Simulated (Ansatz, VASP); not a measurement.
## TiAl in VASP and in Ansatz

```
Ti Al
1.0
     2.81214    0.00000    0.00000
    -1.40607    2.43538    0.00000
     0.00000    0.00000    4.58648
Ti Al
1 1
Direct
  0.00000 0.00000 0.00000
  0.33333 0.66667 0.50000
```

Alike in both runs: functional LDA; k mesh 15 × 15 × 8; occupations gaussian, width 0.1 eV; no spin polarisation.

Ansatz relaxed the structure, and its values are those at the end. VASP's run is a single point on that final structure, the one shown.

```csv
,VASP,Ansatz
version,VASP 6.6.1,Ansatz 0.2.0
potentials or method,"VASP PAW LDA potentials, release 64 (Ti_sv, Al)","scalar-relativistic, plane waves, PAW"
plane-wave cutoff (eV),520,420
valence electrons in the cell,15,15
```

Ansatz gave:

| Quantity | Value |
| --- | --- |
| gap on the k mesh at the Fermi level (eV) | none |
| pressure (GPa) | 0.0 |

**Question.** Estimate VASP's values.

**Answer.** gap on the k mesh at the Fermi level (eV): none; pressure (GPa): 0.1.

A gap of «none» marks a metal or a gap that the smearing closes. Ansatz warned: «pseudo_functional_mismatch».
